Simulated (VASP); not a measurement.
# Fe (P6_3/mmc) in VASP: equation of state

Aim: energy against volume of Fe in PBE, for its equilibrium volume and stiffness.

Program: VASP 6.6.1. These are calculated values, not measurements. Logs are shortened: lines on timing, memory, paths and dates and some standing lists are left out, and cuts for length are marked.

**1. The structure**

Symmetry: P6_3/mmc, No. 194, hexagonal system. Conventional cell: a = 2.434 Å, b = 2.434 Å, c = 3.842 Å, α = 90.00°, β = 90.00°, γ = 120.00°. Fe (site symmetry -6m2) has 12 Fe at 2.38 to 2.43 Å as nearest neighbours.

This isn't the form of Fe at room conditions, which is bcc.

**2. Equation of state, PBE, collinear spin, ferromagnetic start, 9.27 Å³/atom (volume scaled by 0.94)**

INCAR

```
ALGO = Normal
EDIFF = 1E-7
ENCUT = 520
GGA = PE
ISIF = 2
ISMEAR = -1
ISPIN = 2
LASPH = True
LCHARG = False
LMAXMIX = 4
LORBIT = 11
LREAL = False
LWAVE = False
MAGMOM = 3 3
NBANDS = 19
NELM = 120
PREC = Accurate
SIGMA = 0.05
```

KPOINTS

```
k-points
0
Gamma
  12 12 7
```

POSCAR

```
Fe
1.0
    2.3844669570      0.0000000000      0.0000000000
   -1.1922334785      2.0650089592      0.0000000000
    0.0000000000      0.0000000000      3.7635056374
Fe
2
Direct
    0.6666666667      0.3333333333      0.7500000000
    0.3333333333      0.6666666667      0.2500000000
```

Potentials or basis: VASP PAW PBE potentials, release 64 (Fe).

On the command line:

```
$ cat potpaw_PBE.64/Fe/POTCAR > POTCAR
$ mpirun -np 1 vasp_std > vasp.out
```

OUTCAR:

```text
EDIFF = 1E-7
   ENCUT = 520
   GGA = PE
   ISIF = 2
   ISMEAR = -1
   ISPIN = 2
   LASPH = True
   LORBIT = 11
   LREAL = False
   NELM = 120
   PREC = Accurate

 ion  position               nearest neighbor table
   1  0.667  0.333  0.750-   2 2.33   2 2.33   2 2.33   2 2.33   2 2.33   2 2.33
   2  0.333  0.667  0.250-   1 2.33   1 2.33   1 2.33   1 2.33   1 2.33   1 2.33

  LATTYP: Found a hexagonal cell.
 ALAT       =     2.3844669570
 C/A-ratio  =     1.5783425417

  Lattice vectors:

 A1 = (   2.3844669570,   0.0000000000,   0.0000000000)
 A2 = (  -1.1922334785,   2.0650089592,   0.0000000000)
 A3 = (   0.0000000000,   0.0000000000,   3.7635056374)

Analysis of symmetry for initial positions (statically):
=====================================================================
 Subroutine PRICEL returns:
 Original cell was already a primitive cell.

 Routine SETGRP: Setting up the symmetry group for a
 hexagonal supercell.

 Subroutine GETGRP returns: Found 24 space group operations
 (whereof 12 operations were pure point group operations)
 out of a pool of 24 trial point group operations.

The static configuration has the point symmetry D_3d.
 The point group associated with its full space group is D_6h.

Analysis of symmetry for dynamics (positions and initial velocities):
=====================================================================
 Subroutine PRICEL returns:
 Original cell was already a primitive cell.

 Routine SETGRP: Setting up the symmetry group for a
 hexagonal supercell.

 Subroutine GETGRP returns: Found 24 space group operations
 (whereof 12 operations were pure point group operations)
 out of a pool of 24 trial point group operations.

The dynamic configuration has the point symmetry D_3d.
 The point group associated with its full space group is D_6h.

Analysis of structural, dynamic, and magnetic symmetry:
=====================================================================
 Subroutine PRICEL returns:
 Original cell was already a primitive cell.

 Routine SETGRP: Setting up the symmetry group for a
 hexagonal supercell.

 Subroutine GETGRP returns: Found 24 space group operations
 (whereof 12 operations were pure point group operations)
 out of a pool of 24 trial point group operations.

The overall configuration has the point symmetry D_3d.
 The point group associated with its full space group is D_6h.

 Subroutine INISYM returns: Found 24 space group operations
 (whereof 12 operations are pure point group operations),
 and found     1 'primitive' translations

----------------------------------------------------------------------------------------

                                     Primitive cell

  volume of cell :      18.5313

  direct lattice vectors                    reciprocal lattice vectors
     2.384466957  0.000000000  0.000000000     0.419380943  0.242129700  0.000000000
    -1.192233478  2.065008959  0.000000000     0.000000000  0.484259400  0.000000000
     0.000000000  0.000000000  3.763505637     0.000000000  0.000000000  0.265709712

  length of vectors
     2.384466957  2.384466957  3.763505637     0.484259400  0.484259400  0.265709712

  position of ions in fractional coordinates (direct lattice)
     0.666666667  0.333333333  0.750000000
     0.333333333  0.666666667  0.250000000

  ion indices of the primitive-cell ions
   primitive index   ion index
                 1           1
                 2           2

----------------------------------------------------------------------------------------

 KPOINTS: k-points

Automatic generation of k-mesh.
 Grid dimensions read from file:
 generate k-points for:   12   12    7

 Generating k-lattice:

  Cartesian coordinates                     Fractional coordinates (reciprocal lattice)
     0.034948412  0.020177475  0.000000000     0.083333333  0.000000000  0.000000000
     0.000000000  0.040354950  0.000000000     0.000000000  0.083333333  0.000000000
     0.000000000  0.000000000  0.037958530     0.000000000  0.000000000  0.142857143

  Length of vectors
     0.040354950  0.040354950  0.037958530

  Shift w.r.t. Gamma in fractional coordinates (k-lattice)
     0.000000000  0.000000000  0.000000000

 Subroutine IBZKPT returns following result:
 ===========================================

 Found     76 irreducible k-points:

 Following reciprocal coordinates:
            Coordinates               Weight
  0.000000  0.000000  0.000000      1.000000
  0.083333  0.000000  0.000000      6.000000
  0.166667  0.000000  0.000000      6.000000
  0.250000  0.000000  0.000000      6.000000
  0.333333  0.000000  0.000000      6.000000
  0.416667  0.000000  0.000000      6.000000
[... 42 lines left out ...]
  0.333333  0.083333  0.285714     24.000000
  0.416667  0.083333  0.285714     24.000000
 [... further k-points ...]
   k-points           NKPTS =     76   k-points in BZ     NKDIM =     76   number of bands    NBANDS=     19
   number of dos      NEDOS =    301   number of ions     NIONS =      2
   total plane-waves  NPLWV =   9072
   dimension x,y,z NGX =    18 NGY =   18 NGZ =   28
   dimension x,y,z NGXF=    36 NGYF=   36 NGZF=   56
   ions per type =               2
   NGX,Y,Z   is equivalent  to a cutoff of  12.55, 12.55, 12.37 a.u.
   NGXF,Y,Z  is equivalent  to a cutoff of  25.10, 25.10, 24.74 a.u.
 SYSTEM =  unknown system
   PREC   = accura    normal or accurate (medium, high low for compatibility)
   ISTART =      0    job   : 0-new  1-cont  2-samecut
   ICHARG =      2    charge: 1-file 2-atom 10-const
   ISPIN  =      2    spin polarized calculation?
   LNONCOLLINEAR =      F non collinear calculations
   LSORBIT =      F    spin-orbit coupling
   LASPH  =      T    aspherical Exc in radial PAW
   ENCUT  =  520.0 eV  38.22 Ry    6.18 a.u.   4.43  4.43  7.00*2*pi/ulx,y,z
   NELM   =    120;   NELMIN=  2; NELMDL= -5     # of ELM steps
   EDIFF  = 0.1E-06   stopping-criterion for ELM
   LREAL  =      F    real-space projection
   EDIFFG = 0.1E-05   stopping-criterion for IOM
   NSW    =      0    number of steps for IOM
   IBRION =     -1    ionic relax: 0-MD 1-quasi-New 2-CG
   NFREE  =      0    steps in history (QN), initial steepest desc. (CG)
   ISIF   =      2    stress and relaxation
   ISYM   =      2    0-nonsym 1-usesym 2-fastsym
   POTIM  = 0.5000    time-step for ionic-motion
   TEBEG  =    0.0;   TEEND  =   0.0 temperature during run
   PSTRESS=    0.0 pullay stress
   NELECT =      16.0000    total number of electrons
   NUPDOWN=      -1.0000    fix difference up-down
   EMIN   =  10.00;   EMAX   =-10.00  energy-range for DOS
   EFERMI =   0.00;   METHOD = LEGACY
   ISMEAR =    -1;   SIGMA  =   0.05  broadening in eV -4-tet -1-fermi 0-gaus
   EFERMI_NEDOS =   21; number of points for ismear=-14 and -15
   IALGO  =     38    algorithm
   IMIX   =      4    mixing-type and parameters
     AMIX     =   0.40;   BMIX     =  1.00
     AMIX_MAG =   1.60;   BMIX_MAG =  1.00
  volume/ion in A,a.u.               =       9.27        62.53
  Fermi-wavevector in a.u.,A,eV,Ry     =   1.558881  2.945857 33.063641  2.430109
  Thomas-Fermi vector in A             =   2.662321
   LORBIT       =     11    0 simple, 1 ext, 2 COOP (PROOUT), +10 PAW based schemes
   GGA     = PE    functional components
   LHFCALC =     F    Hartree Fock is set to
   AEXX    =    0.0000 exact exchange contribution
   IVDW    =     0    specifies the selected vdW correction
   LEPSILON=     F    determine dielectric tensor
   LRPA    =     F    only Hartree local field effects (RPA)
 spin polarized calculation
  energy-cutoff  :      520.00
  volume of cell :       18.53
 maximum number of plane-waves:       523
 NGX is ok and might be reduce to    18
   NGX =  9   NGY =  9   NGZ = 13

 number of electron      16.0000000 magnetization      -0.0006470

 number of electron      16.0000000 magnetization       0.0000283

 Free energy of the ion-electron system (eV)
  ---------------------------------------------------
  ext. energy  EPLUGINS =         0.00000000
  ---------------------------------------------------
  free energy    TOTEN  =       -16.14651364 eV

  energy without entropy =      -16.12872413  energy(sigma->0) =      -16.13761889

 E-fermi :   8.0744     XC(G=0): -14.3564

 val. band max:        8.0700175533   @ k =   0.3333   0.2500   0.2857
 cond. band min:       8.1036310679   @ k =   0.4167   0.0833   0.4286
 fundamental gap:      0.0336135145
 Fermi energy:         8.0744239686

 spin component 1

 k-point     1 :       0.0000    0.0000    0.0000
  band No.  band energies     occupation
      1      -1.4281      1.00000
      2       2.5112      1.00000
      3       6.1434      1.00000
      4       6.1434      1.00000
      5       6.3121      1.00000
      6       6.6878      1.00000
[... 11 lines left out ...]
     18      36.0564      0.00000
     19      36.8474      0.00000

 k-point     2 :       0.0833    0.0000    0.0000
  band No.  band energies     occupation
      1      -1.1500      1.00000
      2       2.6932      1.00000
      3       5.8091      1.00000
      4       6.3088      1.00000
      5       6.5559      1.00000
      6       6.6334      1.00000
[... 11 lines left out ...]
     18      36.0340      0.00000
     19      37.3522      0.00000

 k-point     3 :       0.1667    0.0000    0.0000
  band No.  band energies     occupation
      1      -0.3554      1.00000
      2       3.1400      1.00000
      3       5.3381      1.00000
      4       5.7321      1.00000
      5       6.3790      1.00000
      6       6.6800      1.00000
[... 786 lines left out ...]
      1      -0.4716      1.00000
      2       2.3356      1.00000
      3       5.9309      1.00000
      4       5.9309      1.00000
      5       5.9794      1.00000
      6       6.3470      1.00000
[... 11 lines left out ...]
     18      36.6638      0.00000
     19      37.0168      0.00000

 k-point    40 :       0.0833    0.0000    0.2857
  band No.  band energies     occupation
      1      -0.2137      1.00000
      2       2.5552      1.00000
      3       5.7543      1.00000
      4       5.8022      1.00000
      5       5.9509      1.00000
      6       6.0563      1.00000
[... 11 lines left out ...]
     18      34.7370      0.00000
     19      37.2518      0.00000

 [... further k-points ...]

 spin component 2

 k-point     1 :       0.0000    0.0000    0.0000
  band No.  band energies     occupation
      1      -1.4281      1.00000
      2       2.5113      1.00000
      3       6.1434      1.00000
      4       6.1434      1.00000
      5       6.3121      1.00000
      6       6.6878      1.00000
[... 11 lines left out ...]
     18      36.0564      0.00000
     19      36.8474      0.00000

 k-point     2 :       0.0833    0.0000    0.0000
  band No.  band energies     occupation
      1      -1.1500      1.00000
      2       2.6932      1.00000
      3       5.8091      1.00000
      4       6.3088      1.00000
      5       6.5560      1.00000
      6       6.6334      1.00000
[... 11 lines left out ...]
     18      36.0340      0.00000
     19      37.3522      0.00000

 k-point     3 :       0.1667    0.0000    0.0000
  band No.  band energies     occupation
      1      -0.3554      1.00000
      2       3.1400      1.00000
      3       5.3381      1.00000
      4       5.7321      1.00000
      5       6.3790      1.00000
      6       6.6800      1.00000
[... 786 lines left out ...]
      1      -0.4716      1.00000
      2       2.3356      1.00000
      3       5.9309      1.00000
      4       5.9309      1.00000
      5       5.9794      1.00000
      6       6.3470      1.00000
[... 11 lines left out ...]
     18      36.6638      0.00000
     19      37.0168      0.00000

 k-point    40 :       0.0833    0.0000    0.2857
  band No.  band energies     occupation
      1      -0.2137      1.00000
      2       2.5552      1.00000
      3       5.7543      1.00000
      4       5.8023      1.00000
      5       5.9509      1.00000
      6       6.0564      1.00000
[... 11 lines left out ...]
     18      34.7370      0.00000
     19      37.2518      0.00000

 [... further k-points ...]

------------------------ aborting loop because EDIFF is reached ----------------------------------------

  FORCE on cell =-STRESS in cart. coord.  units (eV):
  Direction    XX          YY          ZZ          XY          YZ          ZX
  --------------------------------------------------------------------------------------
  -------------------------------------------------------------------------------------
  Total        3.7544771      3.7544771      4.1342380     -0.0000000      0.0000000      0.0000000
  in kB      324.6042662    324.6042662    357.4376055     -0.0000000      0.0000000      0.0000000
  external PRESSURE =     335.5487126 kB  Pullay stress =       0.0000000 kB

 VOLUME and BASIS-vectors are now :
 -----------------------------------------------------------------------------
  energy-cutoff  :      520.00
  volume of cell :       18.53
      direct lattice vectors                 reciprocal lattice vectors
     2.384466957  0.000000000  0.000000000     0.419380943  0.242129700  0.000000000
    -1.192233478  2.065008959  0.000000000     0.000000000  0.484259400  0.000000000
     0.000000000  0.000000000  3.763505637     0.000000000  0.000000000  0.265709712

 POSITION                                       TOTAL-FORCE (eV/Angst)
 -----------------------------------------------------------------------------------
      1.19223      0.68834      2.82263         0.000000      0.000000      0.000000
     -0.00000      1.37667      0.94088        -0.000000      0.000000      0.000000
 -----------------------------------------------------------------------------------
    total drift:                                0.000000     -0.000000     -0.000000

  FREE ENERGIE OF THE ION-ELECTRON SYSTEM (eV)
  ---------------------------------------------------
  free  energy   TOTEN  =       -16.1465136438 eV

  energy  without entropy=      -16.1287241339  energy(sigma->0) =      -16.13761889

 total charge

# of ion       s       p       d       tot
------------------------------------------
    1        0.587   0.740   6.450   7.777
    2        0.587   0.740   6.450   7.777
--------------------------------------------------
tot          1.174   1.480  12.901  15.555

 magnetization (x)

# of ion       s       p       d       tot
------------------------------------------
    1       -0.000  -0.000   0.000   0.000
    2       -0.000  -0.000   0.000   0.000
--------------------------------------------------
tot         -0.000  -0.000   0.000   0.000
```

Run time: 53 s. Hardware: 1 thread of AMD EPYC 7R13 (Zen 3), shared host; peak memory 0.12 GiB.

Results:

```yaml
Free_energy: -16.1465 eV
Pressure: 33.6 GPa
Band_gap_on_the_k_mesh: none (metal or under the smearing width)
Net_moment: 0.00 μB per cell
Valence_electrons_inside_the_program's_atomic_spheres: Fe 7.78
```

Caveat: the starting moments collapsed, and a magnetic state may lie lower.

**3. Equation of state, PBE, collinear spin, ferromagnetic start, 9.46 Å³/atom (volume scaled by 0.96)**

INCAR

```
SYSTEM = Fe
PREC = Accurate ; ENCUT = 520
EDIFF = 1E-7 ; ISMEAR = -1
SIGMA = 0.05 ; LREAL = .False.
LASPH = .True. ; NELM = 120
ALGO = Normal ; ISIF = 2
LWAVE = .False. ; LCHARG = .False.
ISPIN = 2 ; MAGMOM = 3 3
LORBIT = 11 ; LMAXMIX = 4
GGA = PE ; NBANDS = 19
```

KPOINTS

```
Automatic mesh
0
Gamma
  12 12 7
  0 0 0
```

POSCAR

```
Fe
1.0
    2.4012595311      0.0000000000      0.0000000000
   -1.2006297656      2.0795517550      0.0000000000
    0.0000000000      0.0000000000      3.7900100715
Fe
2
Direct
    0.6666666667      0.3333333333      0.7500000000
    0.3333333333      0.6666666667      0.2500000000
```

Potentials or basis: VASP PAW PBE potentials, release 64 (Fe).

On the command line:

```
$ cat potpaw_PBE.64/Fe/POTCAR > POTCAR
$ mpirun -np 1 vasp_std > vasp.out
```

Run time: 47 s. Hardware: 1 thread of AMD EPYC 7R13 (Zen 3), shared host; peak memory 0.13 GiB.

It converged, with:

- Free energy: -16.2180 eV
- Pressure: 24.8 GPa
- Band gap on the k mesh: none (metal or under the smearing width)
- Net moment: 0.00 μB per cell
- Valence electrons inside the program's atomic spheres: Fe 7.71

Caveat: the starting moments collapsed, and a magnetic state may lie lower.

**4. Equation of state, PBE, collinear spin, ferromagnetic start, 9.66 Å³/atom (volume scaled by 0.98)**

INCAR

```
SYSTEM = Fe
PREC     = Accurate       ! precision mode
ENCUT    = 520            ! plane-wave cutoff, eV
EDIFF    = 1E-7           ! SCF threshold, eV
ISMEAR   = -1             ! smearing method
SIGMA    = 0.05           ! smearing width, eV
LREAL    = .FALSE.        ! projectors in reciprocal space
LASPH    = .TRUE.         ! aspherical terms in the spheres
NELM     = 150            ! most SCF steps
ALGO     = Normal         ! electronic algorithm
ISIF     = 2              ! what is computed and relaxed
LWAVE    = .FALSE.        ! write WAVECAR
LCHARG   = .FALSE.        ! write CHGCAR
ISPIN    = 2              ! spin polarisation
MAGMOM   = 3 3            ! initial moments
LORBIT   = 11             ! projections on sites
LMAXMIX  = 4              ! l up to which the mixer works
GGA      = PE             ! functional
NBANDS   = 19             ! bands
```

KPOINTS

```
Automatic mesh
0
G
  12 12 7
  0 0 0
```

POSCAR

```
Fe
1.0
    2.4178204650      0.0000000000      0.0000000000
   -1.2089102325      2.0938939445      0.0000000000
    0.0000000000      0.0000000000      3.8161488980
Fe
2
Direct
    0.6666666667      0.3333333333      0.7500000000
    0.3333333333      0.6666666667      0.2500000000
```

On the command line:

```
$ cat potpaw_PBE.64/Fe/POTCAR > POTCAR
$ mpirun -np 1 vasp_std > vasp.out
```

Run time: 52 s. Hardware: 1 thread of AMD EPYC 7R13 (Zen 3), shared host; peak memory 0.12 GiB.

It converged, with:

* Free energy: -16.2691 eV
* Pressure: 16.9 GPa
* Band gap on the k mesh: none (metal or under the smearing width)
* Net moment: 0.00 μB per cell
* Valence electrons inside the program's atomic spheres: Fe 7.66

Caveat: the starting moments collapsed, and a magnetic state may lie lower.

(Continued in part 2 of 2.)
